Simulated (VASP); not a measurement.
A run of VASP 6.6.1 is set up as follows.

Contents of INCAR:

```
SYSTEM = BaTiO3
PREC     = Accurate       ! precision mode
ENCUT    = 600            ! plane-wave cutoff, eV
EDIFF    = 1E-7           ! SCF threshold, eV
ISMEAR   = 0              ! smearing method
SIGMA    = 0.03           ! smearing width, eV
LREAL    = .FALSE.        ! projectors in reciprocal space
LASPH    = .TRUE.         ! aspherical terms in the spheres
NELM     = 80             ! most SCF steps
ALGO     = Normal         ! electronic algorithm
ISIF     = 3              ! what is computed and relaxed
LWAVE    = .FALSE.        ! write WAVECAR
LCHARG   = .FALSE.        ! write CHGCAR
GGA      = PS             ! functional
IBRION   = 2              ! ionic algorithm
NSW      = 90             ! ionic steps
EDIFFG   = -0.005         ! ionic threshold
KPAR     = 2
```

The input KPOINTS:

```
regular mesh
0
G
  8 8 8
  0 0 0
```

File POSCAR:

```
BaTiO3                                  
1.0
    3.9830828736      0.0000000000     -0.0000000000
    0.0000000000      3.9830828736     -0.0000000000
   -0.0000000000      0.0000000000      3.9830828736
  Ba              Ti              O             
     1     1     3
Direct
     0.5000000000000000    0.5000000000000000    0.5000000000000000
     0.0000000000000000    0.0000000000000000    0.0000000000000000
     0.5000000000000000    0.0000000000000000    0.0000000000000000
     0.0000000000000000    0.5000000000000000    0.0000000000000000
     0.0000000000000000    0.0000000000000000    0.5000000000000000
```

Potentials or basis: VASP PAW PBE potentials, release 64 (Ba_sv, Ti_sv, O).

Run with:

```bash
$ cat potpaw_PBE.64/Ba_sv/POTCAR potpaw_PBE.64/Ti_sv/POTCAR potpaw_PBE.64/O/POTCAR > POTCAR
$ mpirun -np 2 vasp_std > vasp.out
```

Task: What does it give for the band gap on the k mesh?

Result: 1.73 eV, indirect (least direct gap 1.86 eV).

Final structure:
```
Ba Ti O
1.0
     3.98308    0.00000    0.00000
     0.00000    3.98308    0.00000
     0.00000    0.00000    3.98308
Ba Ti O
1 1 3
Direct
  0.50000 0.50000 0.50000
  0.00000 0.00000 0.00000
  0.50000 0.00000 0.00000
  0.00000 0.50000 0.00000
  0.00000 0.00000 0.50000
```

Caveat: the relaxation stopped at its first step, so nothing moved; spin-orbit coupling is left out, which moves the levels of the heavy elements. A k mesh can miss the band edges.
